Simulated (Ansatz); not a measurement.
A calculation with Ansatz 0.2.0 of Pd (native input, structure typed inline):

File input.yaml:

```yaml
crystal:
  lattice:
    - [-1.572281, 1.572281, 1.572281]
    - [1.572281, -1.572281, 1.572281]
    - [1.572281, 1.572281, -1.572281]
  atoms:
    - { symbol: Pd, position: [0.0, 0.0, 0.0] }
hamiltonian:
  xc: { exchange: rpw86, correlation: pbe }
  pseudopotentials: { kind: paw, source: ansatz }
kpoints:
  mp_grid: { grid: [12, 12, 12] }
scf:
  occupations: { method: fermi_dirac, width: 0.1 }
output:
  forces: true
  stress: true
  eigenvalues: true
  write_density: true
  write_potential: true
  elf: true
  volumetric_format: npy
```

Potentials or basis: Ansatz PAW earlier set.

The run is started by

```console
$ ansatz run input.yaml --threads 2 --pin off --max-ram 5120MiB --backend cpu --events-out ev --progress --plain --runs-dir out
```

This isn't the form of Pd at room conditions, which is fcc.

**Question.** Write the same calculation in another form: ASE script, structure from a CIF.

**Answer.** As run:

The input run.py:

```python
import json

import ase.io
import numpy as np
import spglib
from ase.calculators.calculator import CalculationFailed, Calculator
from ase.stress import full_3x3_to_voigt_6_stress
from ase.units import GPa

import ansatz as az

class AnsatzCalculator(Calculator):
    implemented_properties = ["energy", "free_energy", "forces", "stress", "magmom"]

    def calculate(self, atoms, properties, system_changes):
        super().calculate(atoms, properties, system_changes)
        structure = atoms.copy()
        structure.set_constraint()
        structure.set_momenta(None)
        structure.set_masses(None)
        outcome = (
            az.Crystal.from_ase(structure)
            .calculation()
            .basis(xc_grid=2)
            .kpoints(12, 12, 12)
            .functional(exchange="rpw86", correlation="pbe")
            .pseudopotentials(kind="paw", source="ansatz")
            .scf(tolerance=2e-10)
            .occupations(method="fermi_dirac", width=0.1)
            .forces()
            .stress()
            .run(threads=2)
        )
        if not outcome.report["converged"]:
            raise CalculationFailed("SCF not converged")
        report = outcome.report
        self.results = {
            "free_energy": report["lagrangian_ev"],
            "energy": report["lagrangian_ev"],
            "forces": np.array(report["forces_ev_ang"]),
            "stress": -GPa * full_3x3_to_voigt_6_stress(report["stress_gpa"]),
            "magmom": report["magnetization_mub"],
        }

np.set_printoptions(precision=5, suppress=True, linewidth=110)
atoms = ase.io.read("Pd.cif")
cell, frac, numbers = spglib.find_primitive((atoms.cell[:], atoms.get_scaled_positions(), atoms.numbers), symprec=1e-5)
atoms = ase.Atoms(numbers, cell=cell, scaled_positions=frac, pbc=True)
atoms.calc = AnsatzCalculator()
print(f"free energy {atoms.get_potential_energy():.6f} eV")
print("forces (eV/A)", atoms.get_forces(), sep="\n")
print("stress (GPa, Voigt, tension positive)", atoms.get_stress() / GPa, sep="\n")
print(f"moment {atoms.get_magnetic_moment():.4f} muB")
```

File Pd.cif:

```cif
data_Pd
_cell_length_a 3.14456200
_cell_length_b 3.14456200
_cell_length_c 3.14456200
_cell_angle_alpha 90.00000000
_cell_angle_beta 90.00000000
_cell_angle_gamma 90.00000000
_space_group_name_H-M_alt 'Im-3m'
_space_group_name_Hall '-I 4 2 3'
_space_group_IT_number 229
loop_
_space_group_symop_operation_xyz
'x,y,z'
'-x,-y,-z'
'-y,x,z'
'y,-x,-z'
'-x,-y,z'
'x,y,-z'
'y,-x,z'
'-y,x,-z'
'x,-y,-z'
'-x,y,z'
'-y,-x,-z'
'y,x,z'
'-x,y,-z'
'x,-y,z'
'y,x,-z'
'-y,-x,z'
'z,x,y'
'-z,-x,-y'
'z,-y,x'
'-z,y,-x'
'z,-x,-y'
'-z,x,y'
'z,y,-x'
'-z,-y,x'
'-z,x,-y'
'z,-x,y'
'-z,-y,-x'
'z,y,x'
'-z,-x,y'
'z,x,-y'
'-z,y,x'
'z,-y,-x'
'y,z,x'
'-y,-z,-x'
'x,z,-y'
'-x,-z,y'
'-y,z,-x'
'y,-z,x'
'-x,z,y'
'x,-z,-y'
'-y,-z,x'
'y,z,-x'
'-x,-z,-y'
'x,z,y'
'y,-z,-x'
'-y,z,x'
'x,-z,y'
'-x,z,-y'
'x+1/2,y+1/2,z+1/2'
'-x+1/2,-y+1/2,-z+1/2'
'-y+1/2,x+1/2,z+1/2'
'y+1/2,-x+1/2,-z+1/2'
'-x+1/2,-y+1/2,z+1/2'
'x+1/2,y+1/2,-z+1/2'
'y+1/2,-x+1/2,z+1/2'
'-y+1/2,x+1/2,-z+1/2'
'x+1/2,-y+1/2,-z+1/2'
'-x+1/2,y+1/2,z+1/2'
'-y+1/2,-x+1/2,-z+1/2'
'y+1/2,x+1/2,z+1/2'
'-x+1/2,y+1/2,-z+1/2'
'x+1/2,-y+1/2,z+1/2'
'y+1/2,x+1/2,-z+1/2'
'-y+1/2,-x+1/2,z+1/2'
'z+1/2,x+1/2,y+1/2'
'-z+1/2,-x+1/2,-y+1/2'
'z+1/2,-y+1/2,x+1/2'
'-z+1/2,y+1/2,-x+1/2'
'z+1/2,-x+1/2,-y+1/2'
'-z+1/2,x+1/2,y+1/2'
'z+1/2,y+1/2,-x+1/2'
'-z+1/2,-y+1/2,x+1/2'
'-z+1/2,x+1/2,-y+1/2'
'z+1/2,-x+1/2,y+1/2'
'-z+1/2,-y+1/2,-x+1/2'
'z+1/2,y+1/2,x+1/2'
'-z+1/2,-x+1/2,y+1/2'
'z+1/2,x+1/2,-y+1/2'
'-z+1/2,y+1/2,x+1/2'
'z+1/2,-y+1/2,-x+1/2'
'y+1/2,z+1/2,x+1/2'
'-y+1/2,-z+1/2,-x+1/2'
'x+1/2,z+1/2,-y+1/2'
'-x+1/2,-z+1/2,y+1/2'
'-y+1/2,z+1/2,-x+1/2'
'y+1/2,-z+1/2,x+1/2'
'-x+1/2,z+1/2,y+1/2'
'x+1/2,-z+1/2,-y+1/2'
'-y+1/2,-z+1/2,x+1/2'
'y+1/2,z+1/2,-x+1/2'
'-x+1/2,-z+1/2,-y+1/2'
'x+1/2,z+1/2,y+1/2'
'y+1/2,-z+1/2,-x+1/2'
'-y+1/2,z+1/2,x+1/2'
'x+1/2,-z+1/2,y+1/2'
'-x+1/2,z+1/2,-y+1/2'
loop_
_atom_site_label
_atom_site_type_symbol
_atom_site_symmetry_multiplicity
_atom_site_Wyckoff_symbol
_atom_site_fract_x
_atom_site_fract_y
_atom_site_fract_z
_atom_site_occupancy
Pd1 Pd 2 a 0.0000000000 0.0000000000 0.0000000000 1
```

Potentials or basis: Ansatz PAW earlier set.

Run with:

```console
$ python run.py
```

Both were run:

|  | native input, structure typed inline | ASE script, structure from a CIF |
| --- | --- | --- |
| Pressure | 8.9 GPa | 8.9 GPa |

Keys that steer only the numerical path or the files written may differ.

Caveat: the potentials were made for another functional, which shifts forces and pressure; the thresholds are loose for stress.
